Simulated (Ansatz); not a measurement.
Crystal: Ag.

```xyz
1
Lattice="0.0000 2.0427 2.0427 2.0427 0.0000 2.0427 2.0427 2.0427 0.0000" Properties=species:S:1:pos:R:3 pbc="T T T"
Ag    0.0000    0.0000    0.0000
```

| Quantity | Value |
| --- | --- |
| Program | Ansatz 0.2.0 |
| Task | relaxation of cell and atoms |
| Functional | BLYP |
| Potentials or basis | Ansatz PAW |
| Cutoff | 420 eV (not typed: the program's choice for these potentials) |
| k mesh | 11 × 11 × 11 |
| Occupations | fermi-dirac, width 0.05 eV |
| Spin | no spin polarisation |

At the start: volume 17.05 Å³/atom.

Problem. Where does the relaxation end?

Solution. It ends after 5 steps and the volume is 19.30 Å³/atom (+13.2 %); space group Fm-3m (No. 225, to 0.05 Å).

Step by step:
```
step  energy change (eV)  largest force (eV/Å)  volume (Å³)
   1              0.0000                0.0000        17.05
   2             -0.0709                0.0000        19.66
   3             -0.0724                0.0000        19.39
   4             -0.0725                0.0000        19.30
   5             -0.0731                0.0000        19.30
```

Final structure:
```
Ag
1.0
     0.00000    2.12896    2.12896
     2.12896    0.00000    2.12896
     2.12896    2.12896    0.00000
Ag
1
Cartesian
  0.0000 0.0000 0.0000
```

Caveat: the plane-wave basis is chosen anew once the cell has moved, so the energies of steps on either side of that aren't comparable; the volume moved by +13 % from the deposited cell, more than functionals usually miss; the PAW data sets come from PBE, with cores solved anew for the run's functional, which leaves a small shift of forces and pressure.
